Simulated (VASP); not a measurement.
Wanted: the native input for a VASP 6.6.1 run.

| Quantity | Value |
| --- | --- |
| Task | relaxation of cell and atoms |
| Functional | PBE |
| Potentials or basis | VASP PAW PBE potentials, release 64 (Sn_d, O) |
| Cutoff | 600 eV |
| k mesh | 9 × 6 × 5 |
| Occupations | fermi-dirac, width 0.05 eV |
| Spin | no spin polarisation |
| Target pressure | 2 GPa |
| Further INCAR settings | ALGO = Normal; EDIFF = 1e-06; IBRION = 2; EDIFFG = -0.01; NSW = 60; ISIF = 3 |
| Target pressure | 2 GPa |

The structure of SnO2 lies in POSCAR:

```
SnO2
1.0
    3.0232700000      0.0000000000      0.0000000000
    0.0000000000      4.9646800000      0.0000000000
    0.0000000000      0.0000000000      5.9769600000
Sn O
1 2
Direct
    0.5000000000      0.5000000000      0.0000000000
    0.0000000000      0.5000000000      0.7757200000
    0.0000000000      0.5000000000      0.2242800000
```

The cell was built by a generator and needn't be a form met in nature.

The input as run:

INCAR

```
PREC = Accurate
ENCUT = 600
EDIFF = 1E-6
ISMEAR = -1
SIGMA = 0.05
LREAL = False
LASPH = True
NELM = 80
ALGO = Normal
ISIF = 3
LWAVE = False
LCHARG = False
GGA = PE
IBRION = 2
NSW = 60
EDIFFG = -0.01
PSTRESS = 20
```

KPOINTS

```
regular mesh
0
Gamma
  9 6 5
```

Potentials or basis: VASP PAW PBE potentials, release 64 (Sn_d, O).

The run is started by

```console
$ cat potpaw_PBE.64/Sn_d/POTCAR potpaw_PBE.64/O/POTCAR > POTCAR
$ mpirun -np 1 vasp_std > vasp.out
```

It gave:

```yaml
Relaxed_volume: 22.10 Å³/atom
Relaxed_cell: a = 3.016 Å, b = 3.964 Å, c = 5.545 Å, α = 90.00°, β = 90.00°, γ = 90.00°
Space_group_after_relaxing_to_0.05_Å: Pmmm (No. 47)
Energy_change_on_relaxing_the_enthalpy_is_what_falls: +43.8 meV/atom
Ionic_steps: 23
Pressure_after_relaxing: 2.0 GPa
Largest_force_after_relaxing: 0.004 eV/Å
Band_gap_on_the_k_mesh: 0.57 eV, indirect (least direct gap 1.35 eV)
```

Caveat: the cell is relaxed towards a set pressure, so the enthalpy falls and the energy may rise; the volume moved by over 15 % at a fixed basis, so the end points are rough; spin-orbit coupling is left out, which moves the levels of the heavy elements; an odd mesh through Γ misses points on the zone boundary, where band edges often lie.

It took 6.1 min on 1 thread of Intel(R) Xeon(R) 6975P-C (Granite Rapids), on a shared host, peak memory 0.29 GiB.
